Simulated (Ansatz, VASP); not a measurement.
AlN in VASP and in Ansatz

```
CELL_PARAMETERS angstrom
0.00000 2.13557 2.13557
2.13557 0.00000 2.13557
2.13557 2.13557 0.00000
ATOMIC_POSITIONS crystal
Al 0.00000 0.00000 0.00000
N 0.25000 0.25000 0.25000
```

Alike in both runs: functional PBE; k mesh 16 × 16 × 16; occupations fermi-dirac, width 0.08 eV; no spin polarisation.

Ansatz relaxed the structure, and its values are those at the end. VASP's run is a single point on that final structure, the one shown.

|  | VASP | Ansatz |
| --- | --- | --- |
| version | VASP 6.6.1 | Ansatz 0.2.0 |
| potentials or method | VASP PAW PBE potentials, release 64 (Al, N) | PAW with Ansatz's default frozen-core files, scalar-relativistic |
| plane-wave cutoff (eV) | 520 | 420 |
| valence electrons in the cell | 8 | 8 |

VASP gave:

```
gap on the k mesh at the Fermi level (eV) : 3.35
pressure (GPa)                            : 20.8
```

Q: Estimate Ansatz's values.

A: gap on the k mesh at the Fermi level (eV): 3.36; pressure (GPa): 21.0.

The functional is the same, so the differences come from potentials, cutoffs and numerics.

Caveats: so large a pressure means that the cell lies far from this level's equilibrium, or that cutoff or potentials fall short (VASP). PBE gaps usually lie below the measured ones, often by a third to a half. A k mesh can miss the band edges.
